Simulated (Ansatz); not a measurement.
System: AlP (zinc blende type), 2 atoms in the cell.

```xyz
2
Lattice="0.0000 2.7550 2.7550 2.7550 0.0000 2.7550 2.7550 2.7550 0.0000" Properties=species:S:1:pos:R:3 pbc="T T T"
Al    0.0000    0.0000    0.0000
P     1.3775    1.3775    1.3775
```

The calculation used HSE06, plane waves, all-electron PAW datasets generated for the crystal, point nucleus in Ansatz 0.2.0 development build.

Cutoff 220 eV; exchange singularity: regularized; k-mesh 6×6×6 Γ-centred; Fermi–Dirac smearing of 0.02 eV; no spin polarisation.

**Question.** How large is the gap on this mesh, is it direct, and where do the band edges lie (fractions of the reciprocal vectors of this cell)?

**Answer.** 2.32 eV, indirect from (0.000, 0.000, 0.000) to (0.000, -0.500, -0.500); the smallest direct gap is 3.99 eV.

**Question.** List the levels near the gap at (0.000, 0.000, 0.000), (0.000, 0.000, -0.500), (0.000, 0.333, -0.500), (0.000, 0.333, -0.333), (0.000, -0.500, -0.500), in eV from the top of the valence band (v1 is the highest filled band, c1 the lowest empty one).

**Answer.** 
```json
{"k": "(0.000, 0.000, 0.000)", "v4": "-12.59", "v3": "0.00", "v2": "0.00", "v1": "0.00", "c1": "3.99", "c2": "5.46"}
{"k": "(0.000, 0.000, -0.500)", "v4": "-10.80", "v3": "-5.96", "v2": "-0.82", "v1": "-0.82", "c1": "3.56", "c2": "5.74"}
{"k": "(0.000, 0.333, -0.500)", "v4": "-10.33", "v3": "-5.32", "v2": "-2.91", "v1": "-1.97", "c1": "3.04", "c2": "4.73"}
{"k": "(0.000, 0.333, -0.333)", "v4": "-10.27", "v3": "-5.29", "v2": "-3.73", "v1": "-1.57", "c1": "3.62", "c2": "7.33"}
{"k": "(0.000, -0.500, -0.500)", "v4": "-10.10", "v3": "-5.74", "v2": "-2.25", "v1": "-2.25", "c1": "2.32", "c2": "3.25"}
```

A gap read on the mesh is an upper bound of this method's gap, since the mesh can miss a band edge.
